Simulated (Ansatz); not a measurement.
A (100) slab of Mg$_{2}$Ge (Fm-3m (No. 225)), 7 planes, outer planes Ge (top) and Ge (bottom), with 10 atoms (Mg6Ge4) in a surface cell of A = 20.253 Å², as cut from the bulk:

```yaml
crystal:
  lattice:
    - [4.50028, 0.00000, 0.00000]
    - [0.00000, 4.50028, 0.00000]
    - [0.00000, 0.00000, 24.54654]
  atoms:
    - { symbol: Ge, position: [0.50000, 0.50000, 0.30554] }
    - { symbol: Mg, position: [0.00000, 0.50000, 0.37036] }
    - { symbol: Mg, position: [0.50000, 0.00000, 0.37036] }
    - { symbol: Ge, position: [0.00000, 0.00000, 0.43518] }
    - { symbol: Mg, position: [0.50000, 0.00000, 0.50000] }
    - { symbol: Mg, position: [0.00000, 0.50000, 0.50000] }
    - { symbol: Ge, position: [0.50000, 0.50000, 0.56482] }
    - { symbol: Mg, position: [0.00000, 0.50000, 0.62964] }
    - { symbol: Mg, position: [0.50000, 0.00000, 0.62964] }
    - { symbol: Ge, position: [0.00000, 0.00000, 0.69446] }
```

Method: DFT PBEsol, scalar-relativistic, plane waves, PAW (Ansatz). Plane waves to 420 eV, a k mesh through Γ of 8×8×1 on the computed 10-atom cell and Gaussian smearing (0.05 eV); no spin polarisation. The cell repeats along c with a dipole correction in the vacuum.

The relaxed slab holds 3 formula units of Mg2Ge and 1 further Ge. Against those formula units in the bulk and the further Ge in its standard state it lies 4.108 eV higher. The formation energy of Mg2Ge from the standard states is -0.860 eV a formula unit (uncorrected, no zero-point or thermal terms).

Question: Over what range can the chemical potential of Ge vary, and what is the surface energy at both ends?

Answer: In contact with the bulk, μ(Ge) + 2μ(Mg) is fixed. With Δμ counted from the standard states, Δμ(Ge) ≤ 0 keeps elemental Ge from forming, and Δμ(Mg) ≤ 0 requires Δμ(Ge) ≥ ΔH = -0.860 eV. Other compounds of Ge and Mg can narrow this range. Then γ, the mean of both faces, = [4.108 eV − 1.00·Δμ(Ge)]/(2A). At the Ge-rich end (Δμ = 0): 4.108/(2 × 20.253) × 16.02 = 1.62 J/m². At the Ge-poor end: (4.108 + 0.860)/(2 × 20.253) × 16.02 = 1.96 J/m².

Question: How does its energy depend on growth conditions?

Answer: It carries an excess of Ge, so its energy falls by 0.40 J/m² for each eV that μ(Ge) rises: Ge-rich conditions lower it; whether it appears depends on the other terminations.